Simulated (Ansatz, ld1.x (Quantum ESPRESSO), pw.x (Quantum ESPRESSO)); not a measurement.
# From atom to crystal: PAW potential for Ti

```json
{"Element": "titanium (Ti)", "Generator": "ld1.x (Quantum ESPRESSO) 7.5", "Type": "PAW", "Functional": "PBE", "Relativity": "scalar-relativistic", "Frozen core": "[Ne]", "Valence charge": "12", "Reference configuration": "3s2 3p6 3d2 4s1 4p1", "Partial waves": "3s (bound): rcut 1.35, rcutus 1.45 bohr; 4s (bound): rcut 1.35, rcutus 1.45 bohr; 3p (bound): rcut 2.10, rcutus 2.40 bohr; 4p (bound): rcut 2.10, rcutus 2.40 bohr; 3d (bound): rcut 1.25, rcutus 1.35 bohr; 3d channel at 1.8 Ry: rcut 1.25, rcutus 1.35 bohr", "Local potential": "all-electron potential smoothed inside 2.15 bohr (lloc = -1)", "Core correction": "Bessel-smoothed model core, default radius (core density twice the valence density)", "Augmentation charge": "PSQ, inside the norm-conserving radii"}
```

Atomic tests: cutoffs needed: 50 Ry and 80 Ry (the cutoffs (Ry, on a coarse ladder) from which the occupation-weighted sum of valence levels, in a spherical-Bessel basis at the reference potential, stays within 10 and 1 mRy of its value at 400 Ry); ghost test: no extra level below or beside the all-electron valence levels (s, p, d, f tested) (spherical-Bessel basis up to 400 Ry, 20 bohr box); configuration tests: 1 of 7 tests not solved or not reliable.

Crystal test: fcc Ti in pw.x 7.5, no spin, 14³ k-points, Fermi–Dirac smearing 0.01 Ry, cutoffs 100/800 Ry. The reference is all-electron LAPW (Ansatz 0.2.0) with the same functional, mesh and smearing; V0 and B0 come from Birch–Murnaghan fits to the pressures at five volumes. Errors are pseudo minus all-electron; Δ is the rms difference of the E(V) curves that follow from these fits, minima aligned, over ±6 % about the mean V0. Mesh and smearing are coarse, so the numbers serve the comparison and aren't converged zero-temperature values; the lattice is a test structure that the element need not adopt.

```tsv
V (Å³/atom)	P all-electron (GPa)	P pseudo (GPa)
16.608	5.83	6.89
17.045	2.70	3.68
17.482	-0.10	0.79
17.919	-2.60	-1.76
18.356	-4.83	-4.08
```

All-electron: a0 = 4.119 Å (V0 = 17.47 Å³/atom), B0 = 106.1 GPa.

Pseudopotential: mean pressure error (GPa): +0.91; a0 (Å): 4.130; a0 error (%): +0.28; B0 error (%): -0.2; Δ (meV/atom): 3.4. Atomic configuration tests: 1 of 7 tests not solved or not reliable.

Q: At the middle volume, how do free energy and pressure move when the wave cutoff is lowered (ecutrho held at 800 Ry)?

A:

| cutoff (Ry) | shift of F (meV/atom) | shift of P (GPa) |
| --- | --- | --- |
| 45 | +203.7 | -11.80 |
| 60 | +14.7 | -0.06 |
| 80 | +7.2 | -0.28 |

The run at the middle volume (104 k-points, 7 iterations) took about 31 s on one core of a shared host (Neoverse-V2, 96 threads, 742 GiB, load 30).
